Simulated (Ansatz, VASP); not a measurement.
**GaAs in VASP and in Ansatz**

File INCAR:

```
SYSTEM = GaAs
  PREC = Accurate
  ENCUT = 520
  EDIFF = 1E-8
  ISMEAR = -1
  SIGMA = 0.05
  LREAL = .FALSE.
  LASPH = .TRUE.
  NELM = 100
  ALGO = Normal
  ISIF = 2
  LWAVE = .FALSE.
  LCHARG = .FALSE.
  GGA = PS
  LEFG = .TRUE.
  NBANDS = 16
```

Contents of KPOINTS:

```
Automatic mesh
0
G
  13 13 11
  0 0 0
```

File POSCAR:

```
GaAs
1.0
    3.8404235174      0.0000000000      0.0000000000
   -1.9202117587      3.3259043274      0.0000000000
    0.0000000000      0.0000000000      3.2402766840
Ga As
1 1
Direct
    0.0000000000      0.0000000000      0.0000000000
    0.3333333333      0.6666666667      0.5000000000
```

Input for Ansatz:

```yaml
crystal:
  lattice:
    - [3.8404235174, 0.0, 0.0]
    - [-1.9202117587, 3.3259043274, 0.0]
    - [0.0, 0.0, 3.240276684]
  atoms:
    - { symbol: Ga, position: [0.0, 0.0, 0.0] }
    - { symbol: As, position: [0.3333333333, 0.6666666667, 0.5] }
kpoints:
  mp_grid: { grid: [13, 13, 11] }
  band_path:
    path:
      - [0.0, 0.0, 0.0]
      - [0.5, 0.0, 0.0]
      - [0.3333333333, 0.3333333333, 0.0]
      - [0.0, 0.0, 0.0]
      - [0.0, 0.0, 0.5]
      - [0.5, 0.0, 0.5]
      - [0.3333333333, 0.3333333333, 0.5]
      - [0.0, 0.0, 0.5]
      - [0.5, 0.0, 0.5]
    npoints: 5
scf:
  occupations: { method: fermi_dirac, width: 0.05 }
hamiltonian:
  xc: pbesol
  pseudopotentials: { kind: paw }
output:
  forces: true
  stress: true
  eigenvalues: true
  efg: { contact_densities: true }
```

Alike in both runs: task electric field gradients; functional PBEsol; k mesh 13 × 13 × 11; occupations fermi-dirac, width 0.05 eV; no spin polarisation.

|  | VASP | Ansatz |
| --- | --- | --- |
| version | VASP 6.6.1 | Ansatz 0.2.0 |
| potentials or method | VASP PAW PBE potentials, release 64 (Ga_d, As) | PAW with Ansatz's default frozen-core files, scalar-relativistic |
| plane-wave cutoff (eV) | 520 | 420 |
| valence electrons in the cell | 18 | 28 |

|  | VASP | Ansatz | Ansatz less VASP |
| --- | --- | --- | --- |
| pressure (GPa) | -3.2 | -3.3 | -0.16 |
| largest component of the traceless stress (GPa) | 0.17 | 0.20 | +0.035 |
| Vzz of the field gradient on the site that differs most (V/Å²) | 107.2 | 112.9 | +5.62 |

With one functional, cell and mesh, what is left measures potentials, basis and numerics. The two sets of potentials don't hold the same shells in valence.

Caveats: the PAW data sets were made with another functional, which shifts forces and pressure a little (VASP).
